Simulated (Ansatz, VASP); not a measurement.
This is a calculation of NbSi for Ansatz 0.2.0.

Contents of input.yaml:

```yaml
crystal:
  lattice:
    - [0.0, 2.57383, 2.57383]
    - [2.57383, 0.0, 2.57383]
    - [2.57383, 2.57383, 0.0]
  atoms:
    - { symbol: Nb, position: [0.0, 0.0, 0.0] }
    - { symbol: Si, position: [0.5, 0.5, 0.5] }
hamiltonian:
  xc: pbe
  pseudopotentials: { kind: paw, azcp: { folder: soft_1 } }
kpoints:
  mp_grid: { grid: [9, 9, 9] }
scf:
  occupations: { method: fermi_dirac, width: 0.05 }
output:
  forces: true
  stress: true
  eigenvalues: true
```

Potentials or basis: Ansatz PAW soft_1.

Command:

```console
$ ansatz run input.yaml --threads 1 --pin off --max-ram 3584MiB --backend cpu --events-out ev --progress --plain --runs-dir out
```

Set up the same calculation for VASP 6.6.1. Potentials there: VASP PAW PBE potentials, release 64 (Nb_sv, Si).

As run (the cutoff follows the program's own potentials):

INCAR

```
  ALGO = Normal
  EDIFF = 1E-7
  ENCUT = 520
  GGA = PE
  ISIF = 2
  ISMEAR = -1
  LASPH = True
  LCHARG = False
  LREAL = False
  LWAVE = False
  NBANDS = 16
  NELM = 100
  PREC = Accurate
  SIGMA = 0.05
```

KPOINTS

```
k-points
0
Gamma
  9 9 9
```

Contents of POSCAR:

```
NbSi
1.0
    0.0000000000      2.5738300000      2.5738300000
    2.5738300000      0.0000000000      2.5738300000
    2.5738300000      2.5738300000      0.0000000000
Nb Si
1 1
Direct
    0.0000000000      0.0000000000      0.0000000000
    0.5000000000      0.5000000000      0.5000000000
```

Potentials or basis: VASP PAW PBE potentials, release 64 (Nb_sv, Si).

Command:

```sh
$ cat potpaw_PBE.64/Nb_sv/POTCAR potpaw_PBE.64/Si/POTCAR > POTCAR
$ mpirun -np 1 vasp_std > vasp.out
```

Both were run:

|  | VASP | Ansatz | Ansatz less VASP |
| --- | --- | --- | --- |
| gap on the k mesh at the Fermi level (eV) | none | none | - |
| pressure (GPa) | -0.2 | 0.0 | +0.19 |

A gap of «none» marks a metal or a gap that the smearing closes. With one functional, cell and mesh, what is left measures potentials, basis and numerics.
